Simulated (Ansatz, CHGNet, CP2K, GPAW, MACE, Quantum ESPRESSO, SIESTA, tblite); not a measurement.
# Which run comes nearest? LaSb (Fm-3m) (64 atoms)

The cell holds 64 atoms: 32 La and 32 Sb. Cell: a = 12.980 Å, b = 12.980 Å, c = 12.980 Å, α = 90.0°, β = 90.0°, γ = 90.0°. It derives from LaSb (Fm-3m), repeated 2×2×2. LaSb, space group Fm-3m, structure from the Crystallography Open Database, 2 x 2 x 2 conventional cells; every coordinate displaced by a Gaussian of 0.06 Å. Then every atom was moved at random, 0.05 Å r.m.s. a Cartesian component.

Geometry: as built.

The reference, a calculation:

* method: Kohn-Sham DFT, PBE, PAW, plane waves (Ansatz 0.2.0); cutoff 420 eV, Γ point, fermi-dirac smearing of 0.05 eV; PAW set soft_2
* r.m.s. force component: 0.4425 eV/Å
* longest force: 1.712 eV/Å
* pressure: 2.239 GPa
* spacing of highest filled and lowest empty level: 0.2935 eV
* SCF cycles: 11
* time: 69 s on 4 threads of Arm Neoverse V1, shared host
* CPU time: 4.3 min

Runs, in no order:
A. CP2K PBE, DZVP-MOLOPT-SR, 600/20 Ry, diagonalisation: Kohn-Sham DFT, PBE, GTH-PBE pseudopotentials, Gaussian and plane waves, DZVP-MOLOPT-SR-GTH, diagonalisation
B. MACE MPA-0 medium potential: machine-learned interatomic potential MACE MPA-0 medium, trained on PBE(+U) plane-wave data
C. tblite GFN1-xTB: GFN1-xTB tight binding, diagonalisation
D. SIESTA PBE, DZ, shift 0.01 Ry, mesh 300 Ry: Kohn-Sham DFT, PBE, PseudoDojo 0.4.1 norm-conserving pseudopotentials (converted to PSML), numerical atomic orbitals (DZ), diagonalisation
E. CP2K PBE, TZVP-MOLOPT (SR for La, Sb), 600/60 Ry, diagonalisation: Kohn-Sham DFT, PBE, GTH-PBE pseudopotentials, Gaussian and plane waves, TZVP-MOLOPT-GTH, diagonalisation

Q: Order them from the smallest to the largest r.m.s. force difference.

E, A, B, D, C.

| run | Δ force, r.m.s. (meV/Å) | share of r.m.s. force (%) | CPU time |
| --- | --- | --- | --- |
| E. CP2K PBE, TZVP-MOLOPT (SR for La, Sb), 600/60 Ry, diagonalisation | 24.1 | 5.45 | 16 min |
| A. CP2K PBE, DZVP-MOLOPT-SR, 600/20 Ry, diagonalisation | 47.0 | 10.6 | 8.6 min |
| B. MACE MPA-0 medium potential | 121 | 27.4 | 8 s |
| D. SIESTA PBE, DZ, shift 0.01 Ry, mesh 300 Ry | 230 | 51.9 | 4.1 min |
| C. tblite GFN1-xTB | 435 | 98.4 | 9 s |

Periodic xTB results under one method name differ between programs and library versions. Machine-learned potentials mimic data converged in k, so the reference's own k-point error enters their differences. The electronic-structure runs sample only Γ, in a cell whose shortest periodic width is 13 Å.

[Hosts, paths, dates, database ids (printed as entryN), source tags and the programs' standing remarks are cut or masked in the printed files.]
